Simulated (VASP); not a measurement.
Crystal: Ti.

```
Ti
1.0
    -1.65325    1.65325    1.65325
     1.65325   -1.65325    1.65325
     1.65325    1.65325   -1.65325
Ti
1
Direct
  0.00000 0.00000 0.00000
```

This isn't the form of Ti at room conditions, which is hcp.

```yaml
Program: VASP 6.6.1
Task: relaxation of cell and atoms
Functional: LDA
Potentials_or_basis: VASP PAW LDA potentials, release 64 (Ti_sv)
Cutoff: 600 eV
k_mesh: 18 × 18 × 18
Occupations: gaussian, width 0.1 eV
Spin: no spin polarisation
```

At the start: pressure -12.6 GPa; volume 18.07 Å³/atom.

Q: Where does the relaxation end?

A: Over 6 steps the energy falls by 97.5 meV/atom and the volume is 15.83 Å³/atom (-12.4 %); space group Im-3m (No. 229, to 0.05 Å).

Step by step:
```tsv
step	energy change (eV)	largest force (eV/Å)	pressure (GPa)	volume (Å³)
1	0.0000	0.0000	-12.63	18.07
2	-0.0580	0.0000	10.85	14.60
3	-0.0975	0.0000	-0.07	15.84
4	-0.0975	0.0000	0.27	15.79
5	-0.0975	0.0000	-0.16	15.85
6	-0.0975	0.0000	0.00	15.83
```

Final structure:
```xyz
1
Lattice="-1.5817 1.5817 1.5817 1.5817 -1.5817 1.5817 1.5817 1.5817 -1.5817" Properties=species:S:1:pos:R:3 pbc="T T T"
Ti    0.0000    0.0000    0.0000
```

Caveat: the volume moved by -12 % from the deposited cell, more than functionals usually miss.
